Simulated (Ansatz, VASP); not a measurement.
**TaN: VASP beside Ansatz**

Contents of INCAR:

```
PREC = Accurate
ENCUT = 520
EDIFF = 1E-6
ISMEAR = 0
SIGMA = 0.15
LREAL = False
LASPH = True
NELM = 100
ALGO = Normal
ISIF = 2
LWAVE = False
LCHARG = False
GGA = PS
NBANDS = 15
```

KPOINTS

```
regular mesh
0
Gamma
  24 24 24
```

File POSCAR:

```
TaN
1.0
    0.0000000000      2.3313673182      2.3313673182
    2.1878447055      0.1435226127      2.1878447055
    2.1878447055      2.1878447055      0.1435226127
Ta N
1 1
Direct
    0.5000000000      0.5000000000      0.5000000000
    0.0000000000      0.0000000000      0.0000000000
```

Input for Ansatz:

```yaml
crystal:
  lattice:
    - [0.0, 2.3313673182, 2.3313673182]
    - [2.1878447055, 0.1435226127, 2.1878447055]
    - [2.1878447055, 2.1878447055, 0.1435226127]
  atoms:
    - { symbol: Ta, position: [0.5, 0.5, 0.5] }
    - { symbol: "N", position: [0.0, 0.0, 0.0] }
basis:
  ecutwfc: 420
kpoints:
  mp_grid: { grid: [24, 24, 24] }
hamiltonian:
  xc: pbesol
scf:
  occupations: { method: gaussian, width: 0.15 }
output:
  forces: true
  stress: true
  eigenvalues: true
  write_density: true
  write_potential: true
  elf: true
  volumetric_format: npy
```

Change from the starting cell: strain +0.1312 x Voigt [0, 0, 0, 1, 0, 0], atoms carried along.

Alike in both runs: task single point; functional PBEsol; k mesh 24 × 24 × 24; occupations gaussian, width 0.15 eV; no spin polarisation.

|  | VASP | Ansatz |
| --- | --- | --- |
| version | VASP 6.6.1 | Ansatz 0.2.0 |
| potentials or method | VASP PAW PBE potentials, release 64 (Ta_pv, N) | scalar-relativistic, plane waves, PAW |
| plane-wave cutoff (eV) | 520 | 420 |
| valence electrons in the cell | 16 | 18 |

|  | VASP | Ansatz | Ansatz less VASP |
| --- | --- | --- | --- |
| gap on the k mesh at the Fermi level (eV) | none | none | - |
| pressure (GPa) | 3.1 | 2.2 | -0.99 |
| largest component of the traceless stress (GPa) | 7.22 | 7.27 | +0.053 |

A gap of «none» marks a metal or a gap that the smearing closes. The two sets of potentials don't hold the same shells in valence.

Caveats: the PAW data sets were made with another functional, which shifts forces and pressure a little (VASP). The runs have no spin-orbit coupling, so splittings on Ta are missing.
